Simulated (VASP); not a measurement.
A run of VASP 6.6.1 is set up as follows.

POSCAR

```
AlN
1.0
    3.1131018731      0.0000000000      0.0000000000
   -1.5565509365      2.6960253067     -0.0000000000
   -0.0000000000     -0.0000000000      4.9818131029
  Al              N
     2     2
Direct
     0.3333333332999970    0.6666666667000030    0.9989855796421117
     0.6666666667000030    0.3333333332999970    0.4989855796421115
     0.3333333332999970    0.6666666667000030    0.3810144203578910
     0.6666666667000030    0.3333333332999970    0.8810144203578909
```

INCAR.step1

```
PREC = Accurate ; ENCUT = 600
EDIFF = 1E-8 ; ISMEAR = 0
SIGMA = 0.03 ; LREAL = F
LASPH = T ; NELM = 80
ALGO = Normal ; ISIF = 3
LWAVE = F ; LCHARG = F
GGA = PS ; PSTRESS = -15.0
IBRION = 2 ; NSW = 40
EDIFFG = -0.002
```

The input INCAR.step2:

```
PREC = Accurate ; ENCUT = 600
EDIFF = 1E-8 ; ISMEAR = 0
SIGMA = 0.03 ; LREAL = F
LASPH = T ; NELM = 80
ALGO = Normal ; ISIF = 2
LWAVE = F ; LCHARG = F
GGA = PS ; PSTRESS = -15.0
IBRION = 6 ; NFREE = 2
POTIM = 0.015 ; NSW = 1
```

The input KPOINTS:

```
regular mesh
0
Gamma
  12 12 6
```

Potentials or basis: VASP PAW PBE potentials, release 64 (Al, N).

Run with:

```console
$ cat potpaw_PBE.64/Al/POTCAR potpaw_PBE.64/N/POTCAR > POTCAR
$ cp INCAR.step1 INCAR
$ mpirun -np 1 vasp_std > vasp.out
$ cp CONTCAR POSCAR
$ cp INCAR.step2 INCAR
$ mpirun -np 1 vasp_std > vasp.out
```

(1) Estimate the highest phonon frequency at Γ, LO-TO splitting left out.

(2) Predict the relaxed cell.

(3) Estimate the space group after relaxing (to 0.05 Å).

(4) Predict the relaxed volume.

Results:

(1) 710 cm⁻¹.

(2) a = 3.120 Å, b = 3.120 Å, c = 4.996 Å, α = 90.00°, β = 90.00°, γ = 120.00°.

(3) P6_3mc (No. 186).

(4) 10.53 Å³/atom.

Caveat: the PAW data sets were made with another functional, which shifts forces and pressure a little.
